Two pressures from one calculation

What the pressure is

The pressure of a solid is minus the slope of its free energy F with volume V:

P = −dF/dV

It is positive when the crystal pushes outward and negative when it pulls inward. Here it was computed for body-centred cubic titanium by density-functional theory with a plane-wave basis, at seven volumes. The program didn't take the slope of an energy curve. It worked out the stress inside each cell separately, by a formula that needs only that one cell, and the pressure is the average of the stress over the three directions.

Body-centred cubic titanium at seven fixed volumes, computed with GPAW 26.7.0 using the PBEsol functional, PAW data sets and a plane-wave cutoff of 600 eV, without spin polarisation. All cells share an 11 × 11 × 11 k-point mesh and Fermi–Dirac smearing of 0.05 eV. Pressure is positive in compression.

```
volume (Å³/atom)  shortest distance (Å)  pressure (GPa)
          15.639                  2.729           6.500
          16.637                  2.785          -1.170
          17.151                  2.814          -4.380
          17.676                  2.842          -7.220
          18.212                  2.871          -9.730
          18.758                  2.899         -11.940
          19.883                  2.956         -15.590
```

The volume is that of one atom, and the shortest distance is the one between neighbouring nuclei. As the cell grows, the pressure falls from a push to an ever stronger pull, and it falls more and more slowly. In a small cell the electrons are confined, and their kinetic energy drops quickly when they are given room. In a large cell the same gain in room brings less relief, and the lost attraction, counted here as the Coulomb energy together with exchange and correlation, outweighs it. The energy parts of the same runs agree: the fall in kinetic energy slightly outweighs the lost attraction between the two smallest cells, and the reverse holds between the two largest.

Nothing in the column looks wrong. It is smooth, and its shape is what a metal should show. The fault appears only when the pressure is held against the energies of the same runs.

The test on two rows

Take the cells of 16.637 and 17.151 Å³. Their free energies are −7.077378 and −7.071442 eV, so expansion by 0.514 Å³ costs 0.005936 eV. With 1 eV/Å³ = 160.2 GPa, the average pressure between the two volumes must be

P(energy) = −(0.005936 / 0.514) × 160.2 GPa = −1.85 GPa

The table gives −1.17 GPa at one end of this interval and −4.38 GPa at the other, with a mean of −2.78 GPa. Because the pressure curve sags between its end points, the true average of the printed pressure lies a little lower still, at −2.82 GPa. The bend needed for this small correction was taken from the change in slope between neighbouring intervals. The printed pressure is therefore 0.97 GPa lower than the energies allow.

The same comparison in the other five intervals gives the same sign each time. The printed pressure is too low by 0.82 to 0.97 GPa, so the calculation reports too much inward pull throughout. Added up from the smallest cell to the largest, the printed pressures imply a rise in free energy of 0.175 eV, while the free energies themselves rise by 0.152 eV. An excess of this kind, steady in sign and smooth in size, points to a systematic fault and not to numerical scatter.

The free energy must be the one that contains the entropy of the smeared electron occupations, because the stress is its derivative. The same runs also list an energy extrapolated to zero smearing. Used here by mistake, it would hide about a fifth of the excess.

Why the stress is wrong and the energy nearly right

A plane-wave basis contains all waves whose kinetic energy lies below a chosen cutoff, here called G. Such a basis is never complete. In the PAW method used here, the plane waves carry only a smoothed form of the electron waves. Even so, its sharpest features, close to the nucleus, are drawn slightly too softly, and the energy comes out slightly too high. Titanium is demanding in this respect: its 3d orbitals are compact, and these runs treat the 3s and 3p electrons explicitly as well, which makes 12 electrons per atom.

The seven energies share one cutoff. Each larger cell therefore receives more plane waves, and the finest detail that the basis can draw stays the same. Since the region near the nucleus hardly changes when the crystal is stretched by a few per cent, the basis error is nearly the same at every volume. It drops out of the energy differences.

The stress formula works differently. It asks how the energy would change if the cell were stretched with its present set of plane waves, each wave being stretched along with the cell. Longer waves have lower kinetic energy, so the finest detail becomes coarser and the effective cutoff sinks. This coarsening by itself raises the energy, even where the crystal offers no resistance. The formula counts this rise as resistance to expansion, that is, as an inward pull. This spurious contribution is known as Pulay stress.

A simple model of the offset

The number of plane waves N in a cell is proportional to V × G^(3/2). If N is held fixed while the volume grows, the cutoff must fall as V^(−2/3). The chain rule then splits the printed pressure into the true slope at fixed cutoff and an extra term:

P(printed) = −(dF/dV at fixed G) + (2 / 3V) × dF/d ln G

The last term is the offset. It is negative because a larger basis lowers the energy. If the basis error sits near the nucleus, dF/d ln G hardly depends on volume, and the offset should shrink as 1/V.

This can be tested without adjusting a curve. The interval followed above has its midpoint at 16.89 Å³ and an offset of −0.967 GPa. For the interval between the two largest cells, with its midpoint at 19.32 Å³, the model predicts

−0.967 × 16.89 / 19.32 = −0.845 GPa

The value found there is −0.816 GPa, which played no part in the prediction. The estimate misses by about 4 % of that value, whereas an offset assumed constant would miss by 19 %.

The agreement isn't perfect. Scaled from the same interval, the model overshoots in all five others, by 3 to 6 %, so the starting interval itself stands somewhat high. An error of only 0.1 meV in one free energy would be enough to cause this. Plane waves entering the basis in steps as the cell grows could produce such an error, but that is a guess. The largest miss is in the interval between the two smallest cells, where the bend of the curve had to be borrowed from its neighbour.

What the offset reveals about the basis

The model can also be read backwards. Averaged over the six intervals, offset times volume is −0.098 eV, so dF/d ln G is 3/2 of this, or −0.148 eV. To first order, raising the cutoff by 10 % should then lower the free energy by about

0.148 eV × ln 1.1 = 0.014 eV

The true fall is expected to be somewhat smaller, because each further enlargement of the basis gains less than the one before. Even so, it would probably exceed the 0.006 eV that separates the two cells followed above. Yet their difference can be trusted far better than this comparison suggests, because both energies would sink by almost the same amount. The stress has no second cell against which the error could cancel. This is why a cutoff that serves well for an energy curve may still be too low for a pressure.

The figure of 0.014 eV is inferred from the mismatch, not computed. A run at a higher cutoff would test it directly, and there is none here. What the numbers show is a mismatch with the sign and nearly the volume dependence of Pulay stress. That Pulay stress is its origin rests on the argument given above.

Where the error matters

The damage is greatest where the true pressure is small. The cell of 16.637 Å³ is printed as being under a tension of 1.17 GPa, but most of that tension is spurious. With the offset removed, about 0.2 GPa remains, and the crystal is almost at rest.

Anyone who lets a program adjust the cell until the printed stress vanishes would end at about 16.48 Å³. With the averaged offset removed, the pressure vanishes near 16.61 Å³ instead, both values being read by straight-line interpolation between rows. The error is 0.7 % in volume, or about a quarter of a per cent in length, and slightly more if the bend of the pressure curve is allowed for. That is harmless for many purposes, but not when a small misfit strain between two crystals is the quantity sought.

The stiffness at a given volume suffers much less, because it depends on how fast the pressure changes there and not on where it crosses zero. Measured as −V dP/dV, it falls from 124 GPa between the two smallest cells to 63 GPa between the two largest. Removing the offset would raise these values by only about 0.9 GPa. The weakening of the crystal on expansion is therefore a real result of the calculation, even though every single pressure in the table is shifted.

Agreement between stress and energy would still not make the rest volume that of a stable crystal. Body-centred cubic titanium is the high-temperature form and is unstable against distortion at absolute zero. These seven cells can't show this, because all of them keep the cubic shape, and symmetry makes the force on their single atom vanish at any volume. The comparison made here checks whether the calculation agrees with itself, and leaves open how well the functional describes titanium.

The neighbouring series

Suppose the same seven cells were computed again with a higher cutoff. If the offset is Pulay stress, the free energies would all move down by nearly equal amounts, and their curve would keep its shape. The printed pressures would move up towards the values that this curve gives, and by the 1/V model most of all in the small cells. The volume of zero printed pressure would drift outward towards the energy minimum.

Aluminium at the same cutoff would normally show a much smaller offset. Its valence electrons have no compact d shell, their waves are smooth, and the energy gains little from further plane waves. The quantity to ask about is thus neither the strength of the metal nor its true pressure, but how much its energy still falls when the basis is enlarged. Where that fall is appreciable, the rest volume is better taken from energies at several volumes and one cutoff than from the stress of a single cell.
